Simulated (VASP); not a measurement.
**CoSi2: density of states with PBE**

The system is CoSi2.

```xyz
3
Lattice="0.0000 2.6799 2.6799 2.6799 0.0000 2.6799 2.6799 2.6799 0.0000" Properties=species:S:1:pos:R:3 pbc="T T T"
Co    0.0000    0.0000    0.0000
Si    1.3400    1.3400    1.3400
Si    4.0199    4.0199    4.0199
```

```
Program                 : VASP 6.6.1
Task                    : density of states
Functional              : PBE
Potentials or basis     : VASP PAW PBE potentials, release 64 (Co, Si)
Cutoff                  : 520 eV
k mesh                  : 14 × 14 × 14
Occupations             : gaussian, width 0.1 eV
Spin                    : no spin polarisation
Dipole correction       : no
k mesh for the DOS      : 21 × 21 × 21
Occupations for the DOS : tetrahedron
Further INCAR settings  : ALGO = Fast; EDIFF = 1e-06
```

| Property | Result |
| --- | --- |
| Valence electrons inside the program's atomic spheres | Co 8.85; Si 1.59 |

Levels at points of the mesh, in eV from the Fermi level:
| k point | band 5 | band 6 | band 7 | band 8 | band 9 | band 10 | band 11 | band 12 |
| --- | --- | --- | --- | --- | --- | --- | --- | --- |
| (0.00, 0.00, 0.00) | -1.88 | -1.88 | 0.76 | 3.42 | 3.42 | 3.43 | 3.47 | 3.47 |

States per cell in windows of 1 eV (zero at the Fermi level; states under -8 eV left out):
```csv
from (eV),total,Co1_d,Si2_p,Si3_p,Co1_p,Si2_s,Si3_s
-8.0,0.71,0.07,0.02,0.02,0.05,0.12,0.12
-7.0,0.77,0.13,0.05,0.05,0.03,0.08,0.08
-6.0,0.82,0.15,0.08,0.08,0.03,0.03,0.03
-5.0,1.53,0.44,0.16,0.16,0.07,0.02,0.02
-4.0,2.45,1.05,0.23,0.23,0.09,0.01,0.01
-3.0,2.08,1.34,0.10,0.10,0.04,0.01,0.01
-2.0,4.08,3.24,0.07,0.07,0.08,0.01,0.01
-1.0,2.09,1.13,0.12,0.12,0.20,0.01,0.01
0.0,0.65,0.24,0.05,0.05,0.08,0.02,0.02
1.0,0.65,0.28,0.03,0.03,0.04,0.05,0.05
2.0,1.60,0.54,0.09,0.09,0.05,0.13,0.13
3.0,1.47,0.42,0.12,0.12,0.04,0.04,0.04
4.0,1.21,0.25,0.12,0.12,0.04,0.04,0.04
5.0,0.91,0.14,0.09,0.09,0.02,0.03,0.03
6.0,0.41,0.05,0.04,0.04,0.01,0.01,0.01
7.0,0.07,0.01,0.01,0.01,0.00,0.00,0.00
```

Wall time 100 s on 1 thread of Intel(R) Xeon(R) Platinum 8488C (Sapphire Rapids) (shared host), peak memory 0.26 GiB.

 Spin polarisation is off, so any magnetic state and its effect on volume and gap are missing.
